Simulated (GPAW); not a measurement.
A run of GPAW 26.7.0 is set up as follows.

File POSCAR:

```
MgS
1.0
    0.0000000000      2.6016500000      2.6016500000
    2.6016500000      0.0000000000      2.6016500000
    2.6016500000      2.6016500000      0.0000000000
S Mg
1 1
Direct
    0.5000000000      0.5000000000      0.5000000000
    0.0000000000      0.0000000000      0.0000000000
```

Potentials or basis: GPAW PAW data sets (gpaw-data 1.2.1), pw.

Launch:

```console
$ OMP_NUM_THREADS=1 gpaw run POSCAR -p 'mode=PW(800),xc=PBE,kpts={size:(9,9,9),gamma:True},occupations={name:fermi-dirac,width:0.05},nbands=16,convergence={density:1e-05,energy:1e-05},maxiter=150,txt=gpaw.txt' --properties efs -w gs.gpw
```

(1) Predict the band gap on the k mesh.

(2) Predict the pressure.

## Answers

(1) 2.92 eV, indirect (least direct gap 3.72 eV).

(2) 1.1 GPa.

Caveat: an odd mesh through Γ misses points on the zone boundary, where band edges often lie.
